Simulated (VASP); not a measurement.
# Te2Pt (P-3m1) in VASP: core levels with PBEsol

Aim: the core levels of Te2Pt with PBEsol.

Program: VASP 6.6.1. These are calculated values, not measurements. Logs are shortened: lines on timing, memory, paths and dates and some standing lists are left out, and cuts for length are marked.

**1. Starting point**

The structure is trigonal, space group P-3m1 (No. 164). Conventional cell: a = 4.010 Å, b = 4.010 Å, c = 5.201 Å, α = 90.00°, β = 90.00°, γ = 120.00°. Te (site symmetry 3m) has 3 Pt at 2.66 Å as nearest neighbours. Pt (site symmetry -3m) is surrounded by 6 Te at 2.66 Å.

**2. Core levels, PBEsol**

Input file INCAR:

```
SYSTEM = Te2Pt
PREC     = Accurate       ! precision mode
ENCUT    = 520            ! plane-wave cutoff, eV
EDIFF    = 1E-6           ! SCF threshold, eV
ISMEAR   = 1              ! smearing method
SIGMA    = 0.1            ! smearing width, eV
LREAL    = .False.        ! projectors in reciprocal space
LASPH    = .True.         ! aspherical terms in the spheres
NELM     = 100            ! most SCF steps
ALGO     = Normal         ! electronic algorithm
ISIF     = 2              ! what is computed and relaxed
LWAVE    = .False.        ! write WAVECAR
LCHARG   = .False.        ! write CHGCAR
GGA      = PS             ! functional
ICORELEVEL= 1
```

Input file KPOINTS:

```
Automatic mesh
0
Gamma
  9 9 6
  0 0 0
```

Input file POSCAR:

```
Te2Pt
1.0
    4.0100000000      0.0000000000      0.0000000000
   -2.0050000000      3.4727618690      0.0000000000
    0.0000000000      0.0000000000      5.2010000000
Te Pt
2 1
Direct
    0.3333333333      0.6666666667      0.2500000000
    0.6666666667      0.3333333333      0.7500000000
    0.0000000000      0.0000000000      0.0000000000
```

Potentials or basis: VASP PAW PBE potentials, release 64 (Te, Pt).

Launch:

```console
$ cat potpaw_PBE.64/Te/POTCAR potpaw_PBE.64/Pt/POTCAR > POTCAR
$ mpirun -np 1 vasp_std > vasp.out
```

OUTCAR:

```text
SYSTEM = Te2Pt
   PREC = Accurate
   ENCUT = 520
   EDIFF = 1E-6
   ISMEAR = 1
   LREAL = .False.
   LASPH = .True.
   NELM = 100
   ISIF = 2
   GGA = PS

 ion  position               nearest neighbor table
   1  0.333  0.667  0.250-   3 2.66   3 2.66   3 2.66   2 3.48   2 3.48   2 3.48   2 3.48   2 3.48
                             2 3.48
   2  0.667  0.333  0.750-   3 2.66   3 2.66   3 2.66   1 3.48   1 3.48   1 3.48   1 3.48   1 3.48
                             1 3.48
   3  0.000  0.000  0.000-   1 2.66   2 2.66   1 2.66   2 2.66   2 2.66   1 2.66

  LATTYP: Found a hexagonal cell.
 ALAT       =     4.0100000000
 C/A-ratio  =     1.2970074813

  Lattice vectors:

 A1 = (   4.0100000000,   0.0000000000,   0.0000000000)
 A2 = (  -2.0050000000,   3.4727618690,   0.0000000000)
 A3 = (   0.0000000000,   0.0000000000,   5.2010000000)

Analysis of symmetry for initial positions (statically):
=====================================================================
 Subroutine PRICEL returns:
 Original cell was already a primitive cell.

 Routine SETGRP: Setting up the symmetry group for a
 hexagonal supercell.

 Subroutine GETGRP returns: Found 12 space group operations
 (whereof 12 operations were pure point group operations)
 out of a pool of 24 trial point group operations.

The static configuration has the point symmetry D_3d.

Analysis of symmetry for dynamics (positions and initial velocities):
=====================================================================
 Subroutine PRICEL returns:
 Original cell was already a primitive cell.

 Routine SETGRP: Setting up the symmetry group for a
 hexagonal supercell.

 Subroutine GETGRP returns: Found 12 space group operations
 (whereof 12 operations were pure point group operations)
 out of a pool of 24 trial point group operations.

The dynamic configuration has the point symmetry D_3d.

 Subroutine INISYM returns: Found 12 space group operations
 (whereof 12 operations are pure point group operations),
 and found     1 'primitive' translations

----------------------------------------------------------------------------------------

                                     Primitive cell

  volume of cell :      72.4280

  direct lattice vectors                    reciprocal lattice vectors
     4.010000000  0.000000000  0.000000000     0.249376559  0.143977623  0.000000000
    -2.005000000  3.472761869  0.000000000     0.000000000  0.287955246  0.000000000
     0.000000000  0.000000000  5.201000000     0.000000000  0.000000000  0.192270717

  length of vectors
     4.010000000  4.010000000  5.201000000     0.287955246  0.287955246  0.192270717

  position of ions in fractional coordinates (direct lattice)
     0.333333333  0.666666667  0.250000000
     0.666666667  0.333333333  0.750000000
     0.000000000  0.000000000  0.000000000

  ion indices of the primitive-cell ions
   primitive index   ion index
                 1           1
                 2           2
                 3           3

----------------------------------------------------------------------------------------

 KPOINTS: Automatic mesh

Automatic generation of k-mesh.
 Grid dimensions read from file:
 generate k-points for:    9    9    6

 Generating k-lattice:

  Cartesian coordinates                     Fractional coordinates (reciprocal lattice)
     0.027708507  0.015997514  0.000000000     0.111111111  0.000000000  0.000000000
     0.000000000  0.031995027  0.000000000     0.000000000  0.111111111  0.000000000
     0.000000000  0.000000000  0.032045120     0.000000000  0.000000000  0.166666667

  Length of vectors
     0.031995027  0.031995027  0.032045120

  Shift w.r.t. Gamma in fractional coordinates (k-lattice)
     0.000000000  0.000000000  0.000000000

 Subroutine IBZKPT returns following result:
 ===========================================

 Found     62 irreducible k-points:

 Following reciprocal coordinates:
            Coordinates               Weight
  0.000000  0.000000  0.000000      1.000000
  0.111111  0.000000  0.000000      6.000000
  0.222222  0.000000  0.000000      6.000000
  0.333333 -0.000000  0.000000      6.000000
  0.444444  0.000000  0.000000      6.000000
  0.111111  0.111111  0.000000      6.000000
[... 16 lines left out ...]
  0.222222  0.111111  0.166667     12.000000
 -0.111111  0.333333  0.166667     12.000000
 [... further k-points ...]
   k-points           NKPTS =     62   k-points in BZ     NKDIM =     62   number of bands    NBANDS=     15
   number of dos      NEDOS =    301   number of ions     NIONS =      3
   total plane-waves  NPLWV =  36000
   dimension x,y,z NGX =    30 NGY =   30 NGZ =   40
   dimension x,y,z NGXF=    60 NGYF=   60 NGZF=   80
   ions per type =               2   1
   NGX,Y,Z   is equivalent  to a cutoff of  12.44, 12.44, 12.79 a.u.
   NGXF,Y,Z  is equivalent  to a cutoff of  24.87, 24.87, 25.57 a.u.
 SYSTEM =  Te2Pt
   PREC   = accura    normal or accurate (medium, high low for compatibility)
   ISTART =      0    job   : 0-new  1-cont  2-samecut
   ICHARG =      2    charge: 1-file 2-atom 10-const
   ISPIN  =      1    spin polarized calculation?
   LNONCOLLINEAR =      F non collinear calculations
   LSORBIT =      F    spin-orbit coupling
   LASPH  =      T    aspherical Exc in radial PAW
   ENCUT  =  520.0 eV  38.22 Ry    6.18 a.u.   7.46  7.46  9.67*2*pi/ulx,y,z
   NELM   =    100;   NELMIN=  2; NELMDL= -5     # of ELM steps
   EDIFF  = 0.1E-05   stopping-criterion for ELM
   LREAL  =      F    real-space projection
   EDIFFG = 0.1E-04   stopping-criterion for IOM
   NSW    =      0    number of steps for IOM
   IBRION =     -1    ionic relax: 0-MD 1-quasi-New 2-CG
   NFREE  =      0    steps in history (QN), initial steepest desc. (CG)
   ISIF   =      2    stress and relaxation
   ISYM   =      2    0-nonsym 1-usesym 2-fastsym
   POTIM  = 0.5000    time-step for ionic-motion
   TEBEG  =    0.0;   TEEND  =   0.0 temperature during run
   PSTRESS=    0.0 pullay stress
   NELECT =      22.0000    total number of electrons
   NUPDOWN=      -1.0000    fix difference up-down
   EMIN   =  10.00;   EMAX   =-10.00  energy-range for DOS
   EFERMI =   0.00;   METHOD = LEGACY
   ISMEAR =     1;   SIGMA  =   0.10  broadening in eV -4-tet -1-fermi 0-gaus
   EFERMI_NEDOS =   21; number of points for ismear=-14 and -15
   IALGO  =     38    algorithm
   IMIX   =      4    mixing-type and parameters
     AMIX     =   0.40;   BMIX     =  1.00
     AMIX_MAG =   1.60;   BMIX_MAG =  1.00
  volume/ion in A,a.u.               =      24.14       162.92
  Fermi-wavevector in a.u.,A,eV,Ry     =   1.100475  2.079597 16.477281  1.211046
  Thomas-Fermi vector in A             =   2.236887
   LORBIT       =      0    0 simple, 1 ext, 2 COOP (PROOUT), +10 PAW based schemes
   GGA     = PS    functional components
   LHFCALC =     F    Hartree Fock is set to
   AEXX    =    0.0000 exact exchange contribution
   IVDW    =     0    specifies the selected vdW correction
   LEPSILON=     F    determine dielectric tensor
   LRPA    =     F    only Hartree local field effects (RPA)
 non-spin polarized calculation
 Methfessel and Paxton  Order N= 1 SIGMA  =   0.10
  energy-cutoff  :      520.00
  volume of cell :       72.43
 maximum number of plane-waves:      1978
 NGX is ok and might be reduce to    30
   NGX = 15   NGY = 15   NGZ = 19

 number of electron      21.9999997 magnetization

 Free energy of the ion-electron system (eV)
  ---------------------------------------------------
  ext. energy  EPLUGINS =         0.00000000
  ---------------------------------------------------
  free energy    TOTEN  =       -15.21153521 eV

  energy without entropy =      -15.21100422  energy(sigma->0) =      -15.21135821

 the core state eigenenergies are
   1-  1s -31608.0110  2s  -4835.5551  2p  -4338.9545  3s   -951.7710  3p   -790.4291
       3d   -546.6770  4s   -151.2801  4p   -101.3206  4d    -28.6473
   2-  1s -31608.0110  2s  -4835.5551  2p  -4338.9545  3s   -951.7710  3p   -790.4291
       3d   -546.6770  4s   -151.2801  4p   -101.3206  4d    -28.6473
   3-  1s -78390.2961  2s -13759.9753  2p -11920.2429  3s  -3223.8480  3p  -2688.3487
       3d  -2108.7208  4s   -684.1763  4p   -508.6228  4d   -295.7000  4f    -59.1151
       5s    -90.6339  5p    -44.7624

 E-fermi :   8.8388     XC(G=0): -10.7127

 val. band max:        8.7695114628   @ k =   0.3333   0.2222   0.0000
 cond. band min:       8.8408984212   @ k =   0.0000   0.3333   0.1667
 fundamental gap:      0.0713869584
 Fermi energy:         8.8388166868

 k-point     1 :       0.0000    0.0000    0.0000
  band No.  band energies     occupation
      1      -5.5331      2.00000
      2      -1.9578      2.00000
      3       1.8802      2.00000
      4       2.6876      2.00000
      5       2.6876      2.00000
      6       4.7836      2.00000
      7       4.7836      2.00000
      8       6.0694      2.00000
      9       8.2276      2.00000
     10       8.2276      2.00000
     11       9.9865     -0.00000
     12       9.9865     -0.00000
     13      10.1593     -0.00000
     14      11.4622      0.00000
     15      13.1142      0.00000

 k-point     2 :       0.1111    0.0000    0.0000
  band No.  band energies     occupation
      1      -5.3926      2.00000
      2      -2.0449      2.00000
      3       2.0328      2.00000
      4       2.7667      2.00000
      5       2.7991      2.00000
      6       4.6655      2.00000
      7       4.7169      2.00000
      8       5.8948      2.00000
      9       7.4287      2.00000
     10       7.8609      2.00000
     11       9.2103     -0.00000
     12      10.2407     -0.00000
     13      10.3243     -0.00000
     14      12.3831      0.00000
     15      13.5367      0.00000

 k-point     3 :       0.2222    0.0000    0.0000
  band No.  band energies     occupation
      1      -4.9882      2.00000
      2      -2.2756      2.00000
      3       2.4520      2.00000
      4       2.9805      2.00000
      5       3.0765      2.00000
      6       4.1520      2.00000
      7       4.5870      2.00000
      8       5.3836      2.00000
      9       6.5707      2.00000
     10       7.0967      2.00000
     11       8.1009      2.00000
     12      10.2913     -0.00000
     13      10.7189     -0.00000
     14      12.4358      0.00000
     15      14.2479      0.00000

 k-point     4 :       0.3333   -0.0000    0.0000
  band No.  band energies     occupation
      1      -4.3811      2.00000
      2      -2.6035      2.00000
      3       2.5870      2.00000
      4       3.2372      2.00000
      5       3.2730      2.00000
      6       3.8444      2.00000
      7       4.5708      2.00000
      8       5.1607      2.00000
      9       6.0882      2.00000
     10       6.2556      2.00000
     11       6.9756      2.00000
     12       9.6524     -0.00000
     13      11.1522      0.00000
     14      12.3277      0.00000
     15      14.5129      0.00000
[... 163 lines left out ...]
 k-point    14 :       0.1111    0.0000    0.1667
  band No.  band energies     occupation
      1      -5.2735      2.00000
      2      -2.4186      2.00000
      3       2.3177      2.00000
      4       2.8112      2.00000
      5       2.9687      2.00000
      6       4.6754      2.00000
      7       4.6823      2.00000
      8       5.9796      2.00000
      9       7.5330      2.00000
     10       7.5846      2.00000
     11       8.6996      2.06409
     12      10.1400     -0.00000
     13      10.8386     -0.00000
     14      12.5336      0.00000
     15      13.7782      0.00000

 k-point    15 :       0.0000    0.1111    0.1667
  band No.  band energies     occupation
      1      -5.2757      2.00000
      2      -2.4067      2.00000
      3       2.2787      2.00000
      4       2.7560      2.00000
      5       3.0359      2.00000
      6       4.6125      2.00000
      7       4.7217      2.00000
      8       5.9087      2.00000
      9       7.2012      2.00000
     10       8.1424      2.00000
     11       9.7267     -0.00000
     12       9.7374     -0.00000
     13       9.9469     -0.00000
     14      12.4091      0.00000
     15      13.1411      0.00000

 k-point    16 :       0.2222    0.0000    0.1667
  band No.  band energies     occupation
      1      -4.8667      2.00000
      2      -2.5609      2.00000
      3       2.4505      2.00000
      4       3.0461      2.00000
      5       3.3350      2.00000
      6       4.3031      2.00000
      7       4.5113      2.00000
      8       5.5589      2.00000
      9       6.5998      2.00000
     10       6.9896      2.00000
     11       7.2527      2.00000
     12      10.7034     -0.00000

------------------------ aborting loop because EDIFF is reached ----------------------------------------

  FORCE on cell =-STRESS in cart. coord.  units (eV):
  Direction    XX          YY          ZZ          XY          YZ          ZX
  --------------------------------------------------------------------------------------
  -------------------------------------------------------------------------------------
  Total        1.9313984      1.9313984      1.3987587      0.0000000      0.0000000      0.0000000
  in kB       42.7244238     42.7244238     30.9419130      0.0000000      0.0000000      0.0000000
  external PRESSURE =      38.7969202 kB  Pullay stress =       0.0000000 kB

 VOLUME and BASIS-vectors are now :
 -----------------------------------------------------------------------------
  energy-cutoff  :      520.00
  volume of cell :       72.43
      direct lattice vectors                 reciprocal lattice vectors
     4.010000000  0.000000000  0.000000000     0.249376559  0.143977623  0.000000000
    -2.005000000  3.472761869  0.000000000     0.000000000  0.287955246  0.000000000
     0.000000000  0.000000000  5.201000000     0.000000000  0.000000000  0.192270717

 POSITION                                       TOTAL-FORCE (eV/Angst)
 -----------------------------------------------------------------------------------
     -0.00000      2.31517      1.30025         0.000000     -0.000000      0.798963
      2.00500      1.15759      3.90075        -0.000000      0.000000     -0.798963
      0.00000      0.00000      0.00000         0.000000      0.000000      0.000000
 -----------------------------------------------------------------------------------
    total drift:                                0.000000      0.000000     -0.000000

  FREE ENERGIE OF THE ION-ELECTRON SYSTEM (eV)
  ---------------------------------------------------
  free  energy   TOTEN  =       -15.2115352078 eV

  energy  without entropy=      -15.2110042209  energy(sigma->0) =      -15.21135821
```

It took 27 s on 1 thread of AMD EPYC 9R45 (Zen 5), shared host; peak memory 0.19 GiB.

What came out:

```
Free energy            : -15.2115 eV
Pressure               : 3.9 GPa
Largest force          : 0.799 eV/Å
Band gap on the k mesh : none (metal or under the smearing width)
```

Forces on the atoms (eV/Å):
```
Te   0.000  0.000  0.799
Te   0.000  0.000 -0.799
Pt   0.000  0.000  0.000
```

Stress tensor (GPa, compression positive):
```
4.27 0.00 0.00
0.00 4.27 0.00
0.00 0.00 3.09
```

Core levels (eV, on the scale of the bands):
| atom | levels |
| --- | --- |
| 1 Te | 1s -31608.0, 2s -4835.6, 2p -4339.0, 3s -951.8, 3p -790.4, 3d -546.7, 4s -151.3, 4p -101.3, 4d -28.6 |
| 2 Te | 1s -31608.0, 2s -4835.6, 2p -4339.0, 3s -951.8, 3p -790.4, 3d -546.7, 4s -151.3, 4p -101.3, 4d -28.6 |
| 3 Pt | 1s -78390.3, 2s -13760.0, 2p -11920.2, 3s -3223.8, 3p -2688.3, 3d -2108.7, 4s -684.2, 4p -508.6, 4d -295.7, 4f -59.1, 5s -90.6, 5p -44.8 |

Caveat: the PAW data sets were made with another functional, which shifts forces and pressure a little. The run has no spin-orbit coupling, so splittings on Pt, Te are missing.
